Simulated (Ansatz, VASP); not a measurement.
# ZnO (ZnO (P6_3mc)): VASP beside Ansatz

Aim: how closely do two programs agree when they are given the same cell, functional and k mesh? The cell is taken from a series of runs on this material, whose earlier steps may have relaxed, scaled, displaced or heated it; both programs get it as it stands.

Method: plane waves, with VASP 6.6.1 beside it; single point at PBEsol, in Ansatz 0.2.0.

### Step 1. Starting point

The cell holds 72 atoms: 36 Zn and 36 O. Its edges and angles: a = 9.694 Å, b = 9.694 Å, c = 10.430 Å, α = 90.0°, β = 90.0°, γ = 120.0°.

### Step 2. Ansatz: single point, PBEsol

Ansatz runs on its PAW soft_1 files.

A single point gives forces, pressure and levels at one fixed geometry, so differences don't come from the geometry; what else differs is listed under the comparison.

Input file input.yaml:

```yaml
crystal:
  lattice:
    - [9.6936538659, 0.0, 0.0]
    - [-4.846826933, 8.3949505034, 0.0]
    - [0.0, 0.0, 10.4302284574]
  atoms:
    - { symbol: Zn, position: [0.2222222222, 0.1111111111, 0.250320658] }
    - { symbol: Zn, position: [0.1111111111, 0.2222222222, 0.000320658] }
    - { symbol: O, position: [0.2222222222, 0.1111111111, 0.439834342] }
    - { symbol: O, position: [0.1111111111, 0.2222222222, 0.189834342] }
    - { symbol: Zn, position: [0.2222222222, 0.1111111111, 0.750320658] }
    - { symbol: Zn, position: [0.1111111111, 0.2222222222, 0.500320658] }
    - { symbol: O, position: [0.2222222222, 0.1111111111, 0.939834342] }
    - { symbol: O, position: [0.1111111111, 0.2222222222, 0.689834342] }
    - { symbol: Zn, position: [0.2222222222, 0.4444444444, 0.250320658] }
    - { symbol: Zn, position: [0.1111111111, 0.5555555556, 0.000320658] }
    - { symbol: O, position: [0.2222222222, 0.4444444444, 0.439834342] }
    - { symbol: O, position: [0.1111111111, 0.5555555556, 0.189834342] }
    - { symbol: Zn, position: [0.2222222222, 0.4444444444, 0.750320658] }
    - { symbol: Zn, position: [0.1111111111, 0.5555555556, 0.500320658] }
    - { symbol: O, position: [0.2222222222, 0.4444444444, 0.939834342] }
    - { symbol: O, position: [0.1111111111, 0.5555555556, 0.689834342] }
    - { symbol: Zn, position: [0.2222222222, 0.7777777778, 0.250320658] }
    - { symbol: Zn, position: [0.1111111111, 0.8888888889, 0.000320658] }
    - { symbol: O, position: [0.2222222222, 0.7777777778, 0.439834342] }
    - { symbol: O, position: [0.1111111111, 0.8888888889, 0.189834342] }
    - { symbol: Zn, position: [0.2222222222, 0.7777777778, 0.750320658] }
    - { symbol: Zn, position: [0.1111111111, 0.8888888889, 0.500320658] }
    - { symbol: O, position: [0.2222222222, 0.7777777778, 0.939834342] }
    - { symbol: O, position: [0.1111111111, 0.8888888889, 0.689834342] }
    - { symbol: Zn, position: [0.5555555556, 0.1111111111, 0.250320658] }
    - { symbol: Zn, position: [0.4444444444, 0.2222222222, 0.000320658] }
    - { symbol: O, position: [0.5555555556, 0.1111111111, 0.439834342] }
    - { symbol: O, position: [0.4444444444, 0.2222222222, 0.189834342] }
    - { symbol: Zn, position: [0.5555555556, 0.1111111111, 0.750320658] }
    - { symbol: Zn, position: [0.4444444444, 0.2222222222, 0.500320658] }
    - { symbol: O, position: [0.5555555556, 0.1111111111, 0.939834342] }
    - { symbol: O, position: [0.4444444444, 0.2222222222, 0.689834342] }
    - { symbol: Zn, position: [0.5555555556, 0.4444444444, 0.250320658] }
    - { symbol: Zn, position: [0.4444444444, 0.5555555556, 0.000320658] }
    - { symbol: O, position: [0.5555555556, 0.4444444444, 0.439834342] }
    - { symbol: O, position: [0.4444444444, 0.5555555556, 0.189834342] }
    - { symbol: Zn, position: [0.5555555556, 0.4444444444, 0.750320658] }
    - { symbol: Zn, position: [0.4444444444, 0.5555555556, 0.500320658] }
    - { symbol: O, position: [0.5555555556, 0.4444444444, 0.939834342] }
    - { symbol: O, position: [0.4444444444, 0.5555555556, 0.689834342] }
    - { symbol: Zn, position: [0.5555555556, 0.7777777778, 0.250320658] }
    - { symbol: Zn, position: [0.4444444444, 0.8888888889, 0.000320658] }
    - { symbol: O, position: [0.5555555556, 0.7777777778, 0.439834342] }
    - { symbol: O, position: [0.4444444444, 0.8888888889, 0.189834342] }
    - { symbol: Zn, position: [0.5555555556, 0.7777777778, 0.750320658] }
    - { symbol: Zn, position: [0.4444444444, 0.8888888889, 0.500320658] }
    - { symbol: O, position: [0.5555555556, 0.7777777778, 0.939834342] }
    - { symbol: O, position: [0.4444444444, 0.8888888889, 0.689834342] }
    - { symbol: Zn, position: [0.8888888889, 0.1111111111, 0.250320658] }
    - { symbol: Zn, position: [0.7777777778, 0.2222222222, 0.000320658] }
    - { symbol: O, position: [0.8888888889, 0.1111111111, 0.439834342] }
    - { symbol: O, position: [0.7777777778, 0.2222222222, 0.189834342] }
    - { symbol: Zn, position: [0.8888888889, 0.1111111111, 0.750320658] }
    - { symbol: Zn, position: [0.7777777778, 0.2222222222, 0.500320658] }
    - { symbol: O, position: [0.8888888889, 0.1111111111, 0.939834342] }
    - { symbol: O, position: [0.7777777778, 0.2222222222, 0.689834342] }
    - { symbol: Zn, position: [0.8888888889, 0.4444444444, 0.250320658] }
    - { symbol: Zn, position: [0.7777777778, 0.5555555556, 0.000320658] }
    - { symbol: O, position: [0.8888888889, 0.4444444444, 0.439834342] }
    - { symbol: O, position: [0.7777777778, 0.5555555556, 0.189834342] }
    - { symbol: Zn, position: [0.8888888889, 0.4444444444, 0.750320658] }
    - { symbol: Zn, position: [0.7777777778, 0.5555555556, 0.500320658] }
    - { symbol: O, position: [0.8888888889, 0.4444444444, 0.939834342] }
    - { symbol: O, position: [0.7777777778, 0.5555555556, 0.689834342] }
    - { symbol: Zn, position: [0.8888888889, 0.7777777778, 0.250320658] }
    - { symbol: Zn, position: [0.7777777778, 0.8888888889, 0.000320658] }
    - { symbol: O, position: [0.8888888889, 0.7777777778, 0.439834342] }
    - { symbol: O, position: [0.7777777778, 0.8888888889, 0.189834342] }
    - { symbol: Zn, position: [0.8888888889, 0.7777777778, 0.750320658] }
    - { symbol: Zn, position: [0.7777777778, 0.8888888889, 0.500320658] }
    - { symbol: O, position: [0.8888888889, 0.7777777778, 0.939834342] }
    - { symbol: O, position: [0.7777777778, 0.8888888889, 0.689834342] }
basis:
  ecutwfc: 420
  xc_grid: 2
hamiltonian:
  xc: pbesol
  pseudopotentials: { kind: paw, azcp: { folder: soft_1 }, xc_functional: pbe }
kpoints:
  mp_grid: { grid: [1, 1, 1] }
scf:
  occupations: { method: fermi_dirac, width: 0.01 }
  max_iter: 100
  lower_state_search: "off"
checkpoint:
  write: "../pristine.sampling_gamma.run"
  compress: false
  write_wavefunctions: false
  write_every: 100000
```

Started as:

```sh
$ ansatz run input.yaml --threads 32 --pin off --max-ram 84787MiB --backend cuda --events-out ev --progress --plain --runs-dir out --max-vram 78GiB
```

Numbers of over 12 decimals in the logs are rounded to 6 here.

Log:

```text
Engine: ansatz 0.2.0, aarch64-unknown-linux-gnu
Pseudopotentials: kind: paw
Pseudopotential: Zn, paw, valence charge 12, recommended cutoff 420 eV (normal), soft_1/Zn.paw.azcp
Pseudopotential: O, paw, valence charge 6, recommended cutoff 420 eV (normal), soft_1/O.paw.azcp
Functional definition: PBEsol
  exchange = pbesol_x
  correlation = pbesol_c
device memory: the entry about to start is reckoned to put 3.8 GiB on a device that reports 173.8 GiB free (of which the cap on the GPU budget leaves the run 78.0 GiB)
GPU FFT provider: cuFFT
GPU libraries: cuBLAS 13.8.1, cuFFT 12.4.0, cuSOLVER 12.3.2
GPU matrix products: emulated (plane waves: as basis.precision tells), large ones in fixed point in workspaces of 1.00 GiB
Crystal: 72 atoms, lattice volume = 848.788 Å³
Basis set: ecut = 420 eV, 16571 PW (Γ), exchange–correlation on 144×144×144 points (8 copies of the dense FFT grid, shifted against one another)
Bands: 396, of which v1, the nominal top of the filled ones, is band 324 counted from 1 (323 counted from 0)
Symmetry: 216 space group operations
Space group: P63mc (ITA 186), of the structure as read, at distance tolerance 9.5e-5 Å
k-points: 1
Non-local potential: Zn, projectors of the file, l = 0: 2, l = 1: 2, l = 2: 3, l = 3: 1
Non-local potential: O, projectors of the file, l = 0: 2, l = 1: 2, l = 2: 1
PAW form: soft (Blöchl's): semilocal exchange-correlation on the pseudo side does not see the compensation charge
PAW frozen core: Zn, regenerated for the run's functional, and the local potential with it (the file was generated under x = pbe(κ = 0.804, μ = 0.219515), c = pbe(β = 0.066725))
PAW frozen core: O, regenerated for the run's functional, and the local potential with it (the file was generated under x = pbe(κ = 0.804, μ = 0.219515), c = pbe(β = 0.066725))
PAW one-centre angular grid: Zn, 590 points (default); XC on 64 Gauss nodes
PAW one-centre angular grid: O, 110 points (default); XC on 64 Gauss nodes
Initial density: superposition of atomic densities (chi_scale 0.1, normalization cell, long waves kept (reshape's long-wave potential 0.00 eV rms))
Initial wavefunctions: pseudopotential atomic-orbital guess
GPU buffer pool allocated for 373248 grid points (all kernels)
GPU transforms: local potential and band sums: pruned to the plane-wave sphere, on 72×72×72
Functional: x = pbesol(κ = 0.804, μ = 0.123457), c = pbesol(β = 0.046)
SCF iter   1: F=—  HF=-138330.881811 eV  |Δ(HF+E_count)|=         —  Δρ=1.10e-1  dr2=5.41e1  Hψ=1569
preconditioner: auto → Resta (q_TF=auto, 2.608 Å⁻¹)  ε∞=6.6  [insulator: Δε(μ)=1.080 eV  Ē_g=13.730 eV  σ=0.010 eV  W_gap=1.00  n_scr=242 (ndim 8)  ℏωp=32.4 eV  f_vac=0.000  D(μ)=0.00/eV (n_scr^D=0)  ε∞_Penn≈6.6]
SCF iter   2: F=—  HF=-138316.080046 eV  |Δ(HF+E_count)|=    1.48e1  Δρ=2.33e-2  dr2=3.50e0  Hψ=754
SCF iter   3: F=—  HF=-138314.328045 eV  |Δ(HF+E_count)|=    1.75e0  Δρ=1.72e-2  dr2=2.24e0  Hψ=753
SCF iter   4: F=—  HF=-138314.216064 eV  |Δ(HF+E_count)|=   1.12e-1  Δρ=7.15e-3  dr2=2.89e-1  Hψ=630
SCF iter   5: F=—  HF=-138314.348257 eV  |Δ(HF+E_count)|=   1.32e-1  Δρ=1.75e-3  dr2=3.62e-2  Hψ=643
automatic band count: iteration 5 solves 375 bands in place of 396: the levels show a gap, and the empty bands left out lie too high to hold charge; the band table lists the bands solved (type scf.n_extra_bands for more)
SCF iter   6: F=—  HF=-138314.352042 eV  |Δ(HF+E_count)|=   3.78e-3  Δρ=7.40e-4  dr2=3.31e-3  Hψ=657
SCF iter   7: F=—  HF=-138314.355139 eV  |Δ(HF+E_count)|=   3.10e-3  Δρ=1.69e-4  dr2=1.30e-4  Hψ=630
SCF iter   8: F=—  HF=-138314.353595 eV  |Δ(HF+E_count)|=   1.54e-3  Δρ=2.64e-5  dr2=6.00e-6  Hψ=619
SCF iter   9: F=—  HF=-138314.356983 eV  |Δ(HF+E_count)|=   3.39e-3  Δρ=4.63e-6  dr2=1.81e-7  Hψ=657
SCF iter  10: F=-138314.356983 eV  HF=-138314.356983 eV  |Δ(HF+E_count)|=   1.38e-7  Δρ=9.96e-7  dr2=7.12e-9  Hψ=703
SCF 1 converged in 10 iterations: F = -138314.356983 eV  dr2 = 7.12e-9
  greatest PAW one-centre occupation: 0.987 electrons in one spin orbital (limit 2), on the Zn atom at site 68 (counted from 0), in its partial waves of l = 2
SCF converged after 10 iterations
Free energy (F): -138314.356983 eV
Harris-Foulkes:  -138314.356983 eV  (|F-HF|=4.07e-10)
Internal energy: -138314.356983 eV  (E = F + TS)
E sigma→0 (E₀):  -138314.356983 eV
Fermi energy:    7.559743 eV
--- Per-component energies (eV) ---
  E_band       = 1134.527483
  E_kinetic    = 11339.773119
  E_local      = -79669.487756  (includes V_loc(G=0)·N_el)
  E_nonlocal   = 31649.878755
  E_hartree    = 29848.033605
  E_xc         = -5314.020099
  E_vxc        = -5076.581501  (∫ρ·V_xc dr)
  E_paw        = -72701.614392  (= ΣΔE_a)
  E_vpaw       = -16805.141230  (= ΣTr[D̂ρ^β])
  E_aug_tail   = 0.021298  (compensation charges beyond the density's cutoff)
  E_ewald      = -53496.916687
  E_core_change = 29.975175  (= ΣΔE_core)
  E_smearing   = -0.000000  (= −TS)
  E_closure    = 0.000000  (closes the sum)
  Σ components = -138314.356983   (vs F -138314.356983, Δ=0.00e0)
```

In the SCF lines HF is the Harris–Foulkes energy and dr2 the Hartree energy of the density residual, in eV; the loop may stop once dr2 is under the threshold and the program's other checks hold. Hψ counts applications of the Hamiltonian.

### Step 3. VASP: single point, PBEsol

The same cell, functional, mesh and smearing now go to VASP, with its own data sets.

Lines of VASP's logs that name or quote its potential files are left out, and so is its time.

Input file INCAR:

```
SYSTEM = ZnO
PREC = Accurate
ENCUT = 520
EDIFF = 1E-06
NELM = 120
ISMEAR = -1
SIGMA = 0.01
LREAL = Auto
ALGO = Normal
GGA = PS
NBANDS = 376
LORBIT = 11
LWAVE = .FALSE.
LCHARG = .FALSE.
ISIF = 2
LASPH = .TRUE.
GGA_COMPAT = .FALSE.
EFERMI = MIDGAP
NCORE = 2
```

Input file POSCAR:

```
ZnO
1.0
    9.6936538659      0.0000000000      0.0000000000
   -4.8468269330      8.3949505034      0.0000000000
    0.0000000000      0.0000000000     10.4302284574
Zn O
36 36
Direct
    0.2222188889      0.1111077778      0.2503200000
    0.1111077778      0.2222188889      0.0003200000
    0.2222188889      0.1111077778      0.7503200000
    0.1111077778      0.2222188889      0.5003200000
    0.2222188889      0.4444411111      0.2503200000
    0.1111077778      0.5555522222      0.0003200000
    0.2222188889      0.4444411111      0.7503200000
    0.1111077778      0.5555522222      0.5003200000
    0.2222188889      0.7777744444      0.2503200000
    0.1111077778      0.8888855556      0.0003200000
    0.2222188889      0.7777744444      0.7503200000
    0.1111077778      0.8888855556      0.5003200000
    0.5555522222      0.1111077778      0.2503200000
    0.4444411111      0.2222188889      0.0003200000
    0.5555522222      0.1111077778      0.7503200000
    0.4444411111      0.2222188889      0.5003200000
    0.5555522222      0.4444411111      0.2503200000
    0.4444411111      0.5555522222      0.0003200000
    0.5555522222      0.4444411111      0.7503200000
    0.4444411111      0.5555522222      0.5003200000
    0.5555522222      0.7777744444      0.2503200000
    0.4444411111      0.8888855556      0.0003200000
    0.5555522222      0.7777744444      0.7503200000
    0.4444411111      0.8888855556      0.5003200000
    0.8888855556      0.1111077778      0.2503200000
    0.7777744444      0.2222188889      0.0003200000
    0.8888855556      0.1111077778      0.7503200000
    0.7777744444      0.2222188889      0.5003200000
    0.8888855556      0.4444411111      0.2503200000
    0.7777744444      0.5555522222      0.0003200000
    0.8888855556      0.4444411111      0.7503200000
    0.7777744444      0.5555522222      0.5003200000
    0.8888855556      0.7777744444      0.2503200000
    0.7777744444      0.8888855556      0.0003200000
    0.8888855556      0.7777744444      0.7503200000
    0.7777744444      0.8888855556      0.5003200000
    0.2222188889      0.1111077778      0.4398300000
    0.1111077778      0.2222188889      0.1898300000
    0.2222188889      0.1111077778      0.9398300000
    0.1111077778      0.2222188889      0.6898300000
    0.2222188889      0.4444411111      0.4398300000
    0.1111077778      0.5555522222      0.1898300000
    0.2222188889      0.4444411111      0.9398300000
    0.1111077778      0.5555522222      0.6898300000
    0.2222188889      0.7777744444      0.4398300000
    0.1111077778      0.8888855556      0.1898300000
    0.2222188889      0.7777744444      0.9398300000
    0.1111077778      0.8888855556      0.6898300000
    0.5555522222      0.1111077778      0.4398300000
    0.4444411111      0.2222188889      0.1898300000
    0.5555522222      0.1111077778      0.9398300000
    0.4444411111      0.2222188889      0.6898300000
    0.5555522222      0.4444411111      0.4398300000
    0.4444411111      0.5555522222      0.1898300000
    0.5555522222      0.4444411111      0.9398300000
    0.4444411111      0.5555522222      0.6898300000
    0.5555522222      0.7777744444      0.4398300000
    0.4444411111      0.8888855556      0.1898300000
    0.5555522222      0.7777744444      0.9398300000
    0.4444411111      0.8888855556      0.6898300000
    0.8888855556      0.1111077778      0.4398300000
    0.7777744444      0.2222188889      0.1898300000
    0.8888855556      0.1111077778      0.9398300000
    0.7777744444      0.2222188889      0.6898300000
    0.8888855556      0.4444411111      0.4398300000
    0.7777744444      0.5555522222      0.1898300000
    0.8888855556      0.4444411111      0.9398300000
    0.7777744444      0.5555522222      0.6898300000
    0.8888855556      0.7777744444      0.4398300000
    0.7777744444      0.8888855556      0.1898300000
    0.8888855556      0.7777744444      0.9398300000
    0.7777744444      0.8888855556      0.6898300000
```

Input file KPOINTS:

```
Automatic mesh
0
Gamma
1 1 1
0 0 0
```

The projector-augmented-wave data sets are Zn and O (PBE family, release 64).

Started as:

```sh
$ mpirun -np 8 vasp_gam
```

Log:

```text
[banner, memory and clock lines left out]
running    8 mpi-ranks, on    1 nodes
[...]
|                                                                             |
|               ----> ADVICE to this user running VASP <----                  |
|                                                                             |
|     You enforced a specific xc type in the INCAR file but a different       |
|     [... a line on the potential file left out ...]
|     I HOPE YOU KNOW WHAT YOU ARE DOING!                                     |
|                                                                             |

 LDA part: xc-table for (Slater+PW92), standard interpolation
 POSCAR, INCAR and KPOINTS ok, starting setup
[...]
entering main loop
       N       E                     dE             d eps       ncg     rms          rms(c)
DAV:   1     0.130518827907E+05    0.13052E+05   -0.29227E+05   752   0.291E+03
DAV:   2     0.311584877766E+04   -0.99360E+04   -0.95696E+04   752   0.848E+02
DAV:   3     0.870865382742E+02   -0.30288E+04   -0.28234E+04   784   0.340E+02
DAV:   4    -0.376575038446E+03   -0.46366E+03   -0.45488E+03   824   0.142E+02
[...]
DAV:  16    -0.347048521219E+03   -0.28757E-05   -0.84093E-06   760   0.553E-03    0.186E-02
DAV:  17    -0.347048515173E+03    0.60457E-05   -0.15041E-05   848   0.857E-03    0.614E-03
DAV:  18    -0.347048515123E+03    0.50568E-07   -0.22405E-06   512   0.345E-03
   1 F= -.34704852E+03 E0= -.34704852E+03  d E =-.108043E-13
```

OUTCAR, selected parts (step 3):

```text
 POSITION                                       TOTAL-FORCE (eV/Angst)
 -----------------------------------------------------------------------------------
      1.61559      0.93274      2.61089         0.000000      0.000000      0.020132
     -0.00002      1.86552      0.00334        -0.000000     -0.000000      0.020132
      1.61559      0.93274      7.82601         0.000000     -0.000000      0.020132
     -0.00002      1.86552      5.21845        -0.000000     -0.000000      0.020132
     -0.00002      3.73106      2.61089         0.000000      0.000000      0.020132
     -1.61563      4.66383      0.00334        -0.000000      0.000000      0.020132
     -0.00002      3.73106      7.82601         0.000000      0.000000      0.020132
     -1.61563      4.66383      5.21845        -0.000000     -0.000000      0.020132
     -1.61563      6.52938      2.61089         0.000000      0.000000      0.020132
     -3.23123      7.46215      0.00334        -0.000000      0.000000      0.020132
     -1.61563      6.52938      7.82601         0.000000     -0.000000      0.020132
     -3.23123      7.46215      5.21845        -0.000000     -0.000000      0.020132
      4.84681      0.93274      2.61089        -0.000000      0.000000      0.020132
      3.23120      1.86552      0.00334        -0.000000     -0.000000      0.020132
[...]
-----------------------------------------------------------------------------------
    total drift:                                0.000010      0.000017     -0.205429

  FREE ENERGIE OF THE ION-ELECTRON SYSTEM (eV)
  ---------------------------------------------------
  free  energy   TOTEN  =      -347.0485151225 eV

  energy  without entropy=     -347.0485151225  energy(sigma->0) =     -347.04851512
```

The run ends at a pressure of 1.08 GPa, with forces up to 0.020 eV/Å.

### Step 4. Comparison

Known differences besides the potentials themselves: the cutoff is 420 eV in Ansatz and 520 eV in VASP (PREC = Accurate, projectors in real space); Ansatz makes its cores anew for this functional, VASP keeps those of its PBE data sets. Total energies have different zeros and are not compared.

Both answers:

```
              quantity  Ansatz   VASP  difference
gap on the k mesh (eV)   0.670  0.657      +0.012
```

A gap on the mesh is an upper bound, since the band edges may lie between its points.

### Step 5. What came out

```json
{"difference in gap on the k mesh (single point, PBEsol)": "0.012 eV"}
```

In words: The difference in gap on the k mesh is 0.012 eV (single point, PBEsol), within the 0.08 eV picked in this series as the mark of a large difference. 1 further run of this series is not shown here. Such differences can come from data sets, numerical settings and the points named under the comparisons, not from the functional's error against experiment.

[Lines on the potential files, build, host, timing and source positions are cut from VASP's logs without a mark.]

[Logs are printed without paths, hosts, clocks, repeated set-up lines and the standing remarks that a program may print on its own settings, such as how far it seeks lower states.]

[Hosts, paths, dates, database ids (printed as entryN), source tags and the programs' standing remarks are cut or masked in the printed files.]
